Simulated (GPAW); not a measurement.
# MoS2 (P6_3/mmc) in GPAW: a series of runs

One crystal, MoS2, is run at these levels: r2SCAN, TB-mBJ, PBE; tasks: band structure, single point, equation of state.

Program: GPAW 26.7.0. These are calculated values, not measurements. Logs are shortened: lines on timing, memory, paths and dates and some standing lists are left out, and cuts for length are marked. The log counts tension as positive stress, the text compression.

**Experimental background.**

From “Multiwavelength excitation Raman Scattering Analysis of bulk and 2 dimensional MoS2: Vibrational properties of atomically thin MoS2 layers”, 2015, arxiv:1506.03228, for a bulk crystal of MoS2 at 300 K: band gap 1.3 eV (indirect).

How close the calculation comes is told below.

### 1 The crystal as given

Symmetry: P6_3/mmc, No. 194, hexagonal system. The conventional cell has a = 3.169 Å, b = 3.169 Å, c = 12.324 Å, α = 90.00°, β = 90.00°, γ = 120.00°. Mo (site symmetry -6m2) has 6 S at 2.41 Å as nearest neighbours. Around S (site symmetry 3m) lie 3 Mo at 2.41 Å.

### 2 Band structure, r2SCAN, spin-orbit coupling, no magnetisation

File run.py:

```python
import numpy as np
from ase.dft.bandgap import bandgap
from ase.io import write
from ase.spacegroup import crystal
from ase.units import GPa
from gpaw import GPAW, PW
from gpaw.spinorbit import soc_eigenstates

# Mo 2c
# S 4f
atoms = crystal(['Mo', 'S'],
                basis=[[0.6666666667, 0.3333333333, 0.75],
                       [0.6666666667, 0.3333333333, 0.377]],
                spacegroup=194, setting=1,  # P6_3/mmc
                cellpar=[3.169, 3.169, 12.324, 90.0, 90.0, 120.0],
                primitive_cell=True)

calc = GPAW(mode=PW(600),
            xc='MGGA_X_R2SCAN+MGGA_C_R2SCAN',
            kpts={'size': (6, 6, 2), 'gamma': True},
            occupations={'name': 'fermi-dirac', 'width': 0.05},
            nbands=46,
            convergence={'density': 1e-05, 'energy': 1e-05},
            maxiter=150,
            txt='gpaw.txt')
atoms.calc = calc
energy = atoms.get_potential_energy()
forces = atoms.get_forces()
stress = atoms.get_stress()
calc.write('gs.gpw')
write('result.traj', atoms)
print(f'Energy: {energy:.6f} eV')
print('Forces (eV/A):')
print(forces.round(4))
print('Stress (GPa):', (stress / GPa).round(3))
print('Fermi level:', round(calc.get_fermi_level(), 4), 'eV')
print(f'Gap: {bandgap(calc)[0]:.4f} eV, direct: {bandgap(calc, direct=True)[0]:.4f} eV')

path = atoms.cell.bandpath('GMKGALHA,LM,KH', npoints=80, eps=1e-4)
bs_calc = calc.fixed_density(kpts=path, symmetry='off', nbands=69,
                             convergence={'bands': 'CBM+6.0', 'eigenstates': 1e-6}, txt='bands.txt')
bs = bs_calc.band_structure()
bs.write('bs.json')
print(f'Gap on the path: {bandgap(bs_calc)[0]:.4f} eV')

soc = soc_eigenstates(bs_calc, theta=90, phi=0, ignore_xc_potential=True)
np.savetxt('soc_bands.dat', soc.eigenvalues(), fmt='%.4f')
mesh = soc_eigenstates('gs.gpw', theta=90, phi=0, ignore_xc_potential=True)
np.savetxt('soc_mesh.dat', mesh.eigenvalues(), fmt='%.4f')
print('Fermi level with spin-orbit coupling:', round(mesh.fermi_level, 4), 'eV')
```

Potentials or basis: GPAW PAW data sets (gpaw-data 1.2.1), pw.

Started as:

```console
$ OMP_NUM_THREADS=1 python run.py
```

gpaw.txt:

```text
__  _  _
 | _ |_)|_||  |
 |__||  | ||/\| - 26.7.0

Input parameters:
  mode=PW(ecut=600.0),
  convergence={'density': 1e-05, 'energy': 1e-05},
  kpts=MonkhorstPack(size=(6, 6, 2), gamma=True),
  maxiter=150,
  nbands=46,
  occupations=Occupations(name='fermi-dirac', width=0.05),
  xc=XC(name='MGGA_X_R2SCAN+MGGA_C_R2SCAN')

Diagonalizing LCAO Hamiltonian
Converting LCAO to pw mode

        S

           Mo
        S

           S
        Mo

           S

Atoms  # Å, Bohr magnetons
|   | symbol |         x |        y |         z |    initial magnetic moments |
|---|--------|-----------|----------|-----------|-----------------------------|
| 0 |     Mo |  1.584500 | 0.914812 |  9.243000 | ( 0.0000,  0.0000,  0.0000) |
| 1 |     Mo | -0.000000 | 1.829623 |  3.081000 | ( 0.0000,  0.0000,  0.0000) |
| 2 |      S |  1.584500 | 0.914812 |  4.646148 | ( 0.0000,  0.0000,  0.0000) |
| 3 |      S | -0.000000 | 1.829623 | 10.808148 | ( 0.0000,  0.0000,  0.0000) |
| 4 |      S | -0.000000 | 1.829623 |  7.677852 | ( 0.0000,  0.0000,  0.0000) |
| 5 |      S |  1.584500 | 0.914812 |  1.515852 | ( 0.0000,  0.0000,  0.0000) |

Unit cell  # Å
| periodic |         x |        y |         z |   lengths |     angles |
|----------|-----------|----------|-----------|-----------|------------|
|      yes |  3.169000 | 0.000000 |  0.000000 |  3.169000 |  90.000000 |
|      yes | -1.584500 | 2.744435 |  0.000000 |  3.169000 |  90.000000 |
|      yes |  0.000000 | 0.000000 | 12.324000 | 12.324000 | 120.000000 |

Number of symmetries: 12
Symmetry operations  # r_c * U_cc + t_c -> r_c
|    | kind |            matrix            |
|----|------|------------------------------|
|  0 |  σ   |  1, 1, 0,  0,-1, 0,  0, 0, 1 |
|  1 |  S6  |  1, 1, 0, -1, 0, 0,  0, 0,-1 |
|  2 |  E   |  1, 0, 0,  0, 1, 0,  0, 0, 1 |
|  3 |  C2  |  1, 0, 0, -1,-1, 0,  0, 0,-1 |
|  4 |  C2  |  0, 1, 0,  1, 0, 0,  0, 0,-1 |
|  5 |  C3  |  0, 1, 0, -1,-1, 0,  0, 0, 1 |
|  6 |  S6  |  0,-1, 0,  1, 1, 0,  0, 0,-1 |
|  7 |  σ   |  0,-1, 0, -1, 0, 0,  0, 0, 1 |
|  8 |  σ   | -1, 0, 0,  1, 1, 0,  0, 0, 1 |
|  9 |  i   | -1, 0, 0,  0,-1, 0,  0, 0,-1 |
| 10 |  C3  | -1,-1, 0,  1, 0, 0,  0, 0, 1 |
| 11 |  C2  | -1,-1, 0,  0, 1, 0,  0, 0,-1 |

BZ-sampling:
  Number of BZ points: 72
  Number of IBZ points: 14

  Monkhorst-Pack size: [6, 6, 2]
  Monkhorst-Pack shift: [0.08333333333333333, 0.08333333333333333, 0.25]

K-points  # in reciprocal-cell coordinates
|     |                                coordinates |     weight |
|-----|--------------------------------------------|------------|
|   0 | (  0.00000000,   0.00000000,   0.00000000) | 0.01388889 |
|   1 | (  0.00000000,   0.00000000,   0.50000000) | 0.01388889 |
|   2 | (  0.16666667,   0.00000000,   0.00000000) | 0.08333333 |
|   3 | (  0.16666667,   0.00000000,   0.50000000) | 0.08333333 |
|   4 | (  0.33333333,  -0.16666667,   0.00000000) | 0.08333333 |
|   5 | (  0.33333333,  -0.16666667,   0.50000000) | 0.08333333 |
|   6 | (  0.33333333,   0.00000000,   0.00000000) | 0.08333333 |
|   7 | (  0.33333333,   0.00000000,   0.50000000) | 0.08333333 |
|   8 | (  0.33333333,   0.33333333,   0.00000000) | 0.02777778 |
|   9 | (  0.33333333,   0.33333333,   0.50000000) | 0.02777778 |
| ... |                                            |            |
|  13 | (  0.50000000,   0.50000000,   0.50000000) | 0.04166667 |

Plane wave coefficients: 3614
Cutoff: 600.0 eV

Spin-components: 1 (collinear spins)
Bands:           46
Projectors:      32
Spin-degeneracy: 2
Datatype:        complex128

Parallelization:
  kpt:    1
  domain: 1
  band:   1

Density:
  Valence electrons: 52.0
  Components: 1
  Grid points: [18 18 70]
  Charge: 0.0  # |e|

Potential:
  Grid points: [18 18 70]

species:
  Mo:
    name:    Molybdenum
    Z:       42.0
    valence: 14
    core:    28
    charge:  0.0  # [|e|]
    compensation charges:
      type: gauss
      rc: 0.38  # [Å]
      lmax: 2
    cutoffs:
      filter: 2.16  # [Å]
      core: 1.42  # [Å]
    projectors
    | kind |    occ | energy [eV] | rcut [Å] |
    |------|--------|-------------|----------|
    |   4s |  2.000 |     -64.307 |    1.238 |
    |   5s |  1.000 |      -4.084 |    1.238 |
    |   4p |  6.000 |     -38.491 |    1.296 |
    |   5p |  0.000 |      -1.044 |    1.296 |
    |   4d |  5.000 |      -3.754 |    1.296 |
    |    d |        |      23.458 |    1.296 |

    Using partial waves for Mo as LCAO basis

  S:
    name:    Sulfur
    Z:       16.0
    valence: 6
    core:    10
    charge:  0.0  # [|e|]
    compensation charges:
      type: gauss
      rc: 0.24  # [Å]
      lmax: 2
    cutoffs:
      filter: 1.77  # [Å]
      core: 1.66  # [Å]
    projectors
    | kind |    occ | energy [eV] | rcut [Å] |
    |------|--------|-------------|----------|
    |   3s |  2.000 |     -17.254 |    0.974 |
    |   3p |  4.000 |      -7.008 |    0.979 |
    |    s |        |       9.957 |    0.974 |
    |    p |        |      20.203 |    0.979 |
    |    d |        |       0.000 |    0.900 |

    Using partial waves for S as LCAO basis

Reference energy: -263698.624853  # eV

eigensolver:
  PPCG
  Converge bands: occupied
  niter=2

density mixing:
  MSR1-Mixer
  Pratt-step length: 0.05
  Maximum mixing coefficient: 0.75
  Old densities: 10
  SVD Regularization: 0.005
  Good broyden scale: 1.0
  Trust region scale: 1.0
  Backstep threshold: 4.0
  History deletion threshold: 6.0
  Fourier metric: weight=20.0, sigma=0.015

occupation numbers:
  Fermi-Dirac:
    width: 0.0500  # eV

poisson solver:
  ecut: 4800.0  # eV

xc functional:
  name: MGGA_X_R2SCAN+MGGA_C_R2SCAN with 2 nearest neighbor stencil

convergence criteria:
- Maximum integral of absolute [dens]ity change: 1e-05 electrons / valence electron
- Maximum [total energy] change in last 3 cyles: 1e-05 eV / valence electron
- Maximum integral of absolute [eigenst]ate change: 4e-08 eV^2 / valence electron
maximum number of iterations: 150

SCF iterations
|iter     | |      energy | eigst |  dens |
|---------|-|-------------|-------|-------|
|iter:   1| | -100.972010 | +0.61 |       |
|iter:   2| |  -85.022360 | -0.91 | -1.00 |
|iter:   3| |  -83.018133 | -0.90 | -1.04 |
|iter:   4| |  -83.086123 | -2.13 | -1.53 |
|iter:   5| |  -83.151266 | -2.32 | -1.74 |
|iter:   6| |  -83.116547 | -3.17 | -2.07 |
|iter:   7| |  -83.115207 | -3.47 | -2.39 |
|iter:   8| |  -83.115076 | -4.69 | -2.90 |
|iter:   9| |  -83.115067c| -5.50 | -3.41 |
|iter:  10| |  -83.115069c| -6.74 | -4.18 |
|iter:  11| |  -83.115069c| -8.00c| -4.70 |
|iter:  12| |  -83.115069c| -8.34c| -5.33c|

Converged in 12 steps
Energy contributions relative to reference atoms: (reference = -263698.624853)

Energy contributions:
  Kinetic:         -26.224089
  Coulomb:          13.499807
  Zero:             -0.776372
  External:          0.000000
  Xc:              -69.614414
  Entropy:          -0.000004
  Spinorbit:         0.000000
  ----------------------------
  Free energy:     -83.115071
  Extrapolated:    -83.115069

dipole moment: (0.000001, 0.000002, 0.000007)  # |e|*Ang

Fermi level: 8.508
Eigenvalues  # (at kpt = [0.000, 0.000, 0.000])
| band index |      eig [eV] | occ [0-2] |
|------------|---------------|-----------|
|          0 |       -55.516 |     2.000 |
|        ... |               |           |
|         18 |         4.650 |     2.000 |
|         19 |         5.758 |     2.000 |
|         20 |         5.758 |     2.000 |
|         21 |         5.808 |     2.000 |
|         22 |         5.808 |     2.000 |
|         23 |         6.770 |     2.000 |
[... 8 lines left out ...]
|         32 |        10.623 |     0.000 |
|         33 |        10.623 |     0.000 |
|        ... |               |           |
|         45 |        21.063 |     0.000 |

Gap: 0.989 eV
Transition (v -> c):
  (s=0, k=0, n=25, [0.00, 0.00, 0.00]) -> (s=0, k=4, n=26, [0.33, -0.17, 0.00])
Direct/indirect transitions are different
Direct gap: 1.753 eV
Transition at: (s=0, k=8, n=25, [0.33, 0.33, 0.00])

Forces  # eV/Ang
|        x |        y |        z |
|----------|----------|----------|
|  0.00000 | -0.00000 | -0.00003 |  # Mo   0
| -0.00000 |  0.00000 |  0.00003 |  # Mo   1
| -0.00000 |  0.00000 | -0.23023 |  # S    2
|  0.00000 |  0.00000 | -0.23020 |  # S    3
|  0.00000 |  0.00000 |  0.23023 |  # S    4
| -0.00000 |  0.00000 |  0.23020 |  # S    5

Stress tensor  # eV/Ang^3
|         x |         y |         z |
|-----------|-----------|-----------|
| -0.007805 |  0.000000 |  0.000000 |
| -0.000000 | -0.007805 | -0.000000 |
|  0.000000 | -0.000000 |  0.000363 |

# Writing to gs.gpw (mode='')
```

Run time: 11 min. Hardware: 1 thread of Arm Neoverse V2, shared host; peak memory 0.85 GiB.

What came out:

```yaml
Free_energy: -83.1151 eV
Pressure: 0.8 GPa
Largest_force: 0.230 eV/Å
Band_gap_on_the_k_mesh: 0.98 eV, indirect (least direct gap 1.72 eV)
Band_gap_along_the_path: 0.98 eV, indirect (least direct gap 1.72 eV)
```

Forces on the atoms (eV/Å):
```
Mo   0.000  0.000  0.000
Mo   0.000  0.000  0.000
S    0.000  0.000 -0.230
S    0.000  0.000 -0.230
S    0.000  0.000  0.230
S    0.000  0.000  0.230
```

Stress tensor (GPa, compression positive):
```
 1.25  0.00  0.00
 0.00  1.25  0.00
 0.00  0.00 -0.06
```

Levels at the corners of the path, in eV from the valence-band top:
```csv
point,band 49,band 50,band 51,band 52,band 53,band 54,band 55,band 56
Γ,-1.16,-1.16,0.00,0.00,2.19,2.19,2.23,2.23
M,-1.43,-1.43,-1.31,-1.31,1.67,1.67,1.71,1.71
K,-0.84,-0.84,-0.62,-0.62,1.10,1.10,1.10,1.10
Γ,-1.16,-1.16,0.00,0.00,2.19,2.19,2.23,2.23
A,-0.28,-0.28,-0.28,-0.28,2.20,2.20,2.20,2.20
L,-1.37,-1.37,-1.37,-1.37,1.69,1.69,1.69,1.69
H,-0.81,-0.81,-0.66,-0.66,1.10,1.10,1.10,1.10
A,-0.28,-0.28,-0.28,-0.28,2.20,2.20,2.20,2.20
L,-1.37,-1.37,-1.37,-1.37,1.69,1.69,1.69,1.69
M,-1.43,-1.43,-1.31,-1.31,1.67,1.67,1.71,1.71
K,-0.84,-0.84,-0.62,-0.62,1.10,1.10,1.10,1.10
H,-0.81,-0.81,-0.66,-0.66,1.10,1.10,1.10,1.10
```

Caveat: the k mesh is coarse; spin-orbit coupling was added after a scalar SCF, so levels and gaps hold it while energy, forces, pressure and moments don't; this program's spin-orbit splittings come out too wide for heavy elements; the PAW data sets were made with another functional, which shifts forces and pressure a little.

[end of part 1 of 2]
